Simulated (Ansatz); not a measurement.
Level of theory: DFT PBE, scalar-relativistic, plane waves, PAW in Ansatz. All cells share a 420 eV cutoff and Γ-centred k meshes spaced at most about 0.3 Å⁻¹ (about 0.25 or finer for metals, 2π included). No spin polarisation in the final relaxations.

Each of these unrelaxed guesses is relaxed in cell and atoms within its symmetry. A guess keeps its type if space group and coordination stay and the shape of the cell changes little (axis ratios within about 15 %, angles within 6°); the volume may change.

1. BN

```
CELL_PARAMETERS angstrom
1.20717 0.69696 5.93218
-1.20717 0.69696 5.93218
0.00000 -1.39392 5.93218
ATOMIC_POSITIONS crystal
B 0.23606 0.23606 0.23606
B 0.45836 0.45836 0.45836
B 0.68071 0.68071 0.68071
N 0.31929 0.31929 0.31929
N 0.76394 0.76394 0.76394
N 0.54164 0.54164 0.54164
```

2. ZnS

```
CELL_PARAMETERS angstrom
3.31191 0.00000 0.00000
-1.65595 2.86819 0.00000
0.00000 0.00000 3.26111
ATOMIC_POSITIONS crystal
Zn 0.66667 0.33333 0.00000
S 0.00000 0.00000 0.50000
```

3. CdSe

```
CELL_PARAMETERS angstrom
4.31715 0.00000 0.00000
-0.31806 4.30542 0.00000
-0.80867 -0.87062 5.62966
ATOMIC_POSITIONS crystal
Cd 0.01054 0.01054 0.23495
Cd 0.81737 0.56129 0.42190
Se 0.98946 0.98946 0.76505
Se 0.43871 0.18263 0.57810
```

Problem. Which guesses survive the relaxation?

Solution. Guesses 1 and 2 keep their type.

```csv
guess,kept,start group,end group,V start (Å³/atom),V end,"b/a and c/a, end over start",nearest neighbours start,nearest neighbours end
1,yes,R3m,R3m,5.0,6.0,"1.00, 1.01","B 4, N 4","B 4, N 4"
2,yes,P-6m2,P-6m2,15.5,17.4,"1.00, 0.91","S 6, Zn 6","S 6, Zn 6"
3,no,P1,F-43m,26.2,29.7,-,"Cd 4, Se 4","Cd 4, Se 4"
```

Neighbours count within 15 % of an atom's shortest distance; end groups are read at 0.02 Å (0.05 Å in metals).

Cells relaxed within their symmetry can be saddle points.
